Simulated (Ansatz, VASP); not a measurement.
## HfO2 in VASP and in Ansatz

POSCAR

```
HfO2
1.0
    0.0000000000      2.4224508255      2.5291823194
    2.4224508255      0.0000000000      2.5291823194
    2.4224508255      2.4224508255      0.0000000000
Hf O
1 2
Direct
    0.0000000000      0.0000000000      0.0000000000
    0.2500000000      0.2500000000      0.2500000000
    0.7500000000      0.7500000000      0.7500000000
```

File INCAR.step1:

```
PREC = Accurate
ENCUT = 520
ISMEAR = 0
SIGMA = 0.01
LREAL = F
LASPH = T
NELM = 100
NBANDS = 18
GGA = PE
ALGO = Normal
EDIFF = 1E-4
LWAVE = T
LCHARG = F
```

Contents of INCAR.step2:

```
PREC = Accurate
ENCUT = 520
EDIFF = 1E-7
ISMEAR = 0
SIGMA = 0.01
LREAL = F
LASPH = T
NELM = 100
ALGO = Normal
ISIF = 2
LWAVE = F
LCHARG = T
METAGGA = R2SCAN
LMIXTAU = T
LELF = T
LVHAR = T
NBANDS = 18
ISTART = 1
```

Contents of KPOINTS:

```
regular mesh
0
Gamma
  8 8 8
```

Input for Ansatz:

```yaml
crystal:
  lattice:
    - [0.0, 2.4224508255, 2.5291823194]
    - [2.4224508255, 0.0, 2.5291823194]
    - [2.4224508255, 2.4224508255, 0.0]
  atoms:
    - { symbol: Hf, position: [0.0, 0.0, 0.0] }
    - { symbol: O, position: [0.25, 0.25, 0.25] }
    - { symbol: O, position: [0.75, 0.75, 0.75] }
kpoints:
  mp_grid: { grid: [8, 8, 8] }
  band_path:
    path:
      - [0.0, 0.0, 0.0]
      - [0.5, 0.0, 0.5]
      - [0.625, 0.25, 0.625]
      - [0.375, 0.375, 0.75]
      - [0.5, 0.5, 0.5]
      - [0.5, 0.25, 0.75]
    npoints: 1
hamiltonian:
  xc: r2scan
scf:
  occupations: { method: fixed }
  n_extra_bands: 4
output:
  forces: true
  stress: true
  eigenvalues: true
```

Change from the starting cell: biaxial_xy strain -4.2%.

Alike in both runs: task single point; functional r2SCAN; k mesh 8 × 8 × 8; no spin polarisation.

|  | VASP | Ansatz |
| --- | --- | --- |
| version | VASP 6.6.1 | Ansatz 0.2.0 |
| potentials or method | VASP PAW PBE potentials, release 64 (Hf_pv, O) | plane waves, PAW |
| plane-wave cutoff (eV) | 520 | 500 |
| occupations | gaussian, width 0.01 eV | fixed |
| valence electrons in the cell | 22 | 38 |

```tsv
	VASP	Ansatz	Ansatz less VASP
gap on the k mesh at the Fermi level (eV)	4.08	4.05	-0.027
pressure (GPa)	23.2	28.0	+4.79
largest component of the traceless stress (GPa)	16.14	15.81	-0.322
```

The two sets of potentials don't hold the same shells in valence.

Caveats: so large a pressure means that the cell lies far from this level's equilibrium, or that cutoff or potentials fall short (VASP); the potentials were made for another functional, which shifts forces and pressure (VASP); spin-orbit coupling is left out, which moves the levels of the heavy elements. A k mesh can miss the band edges.
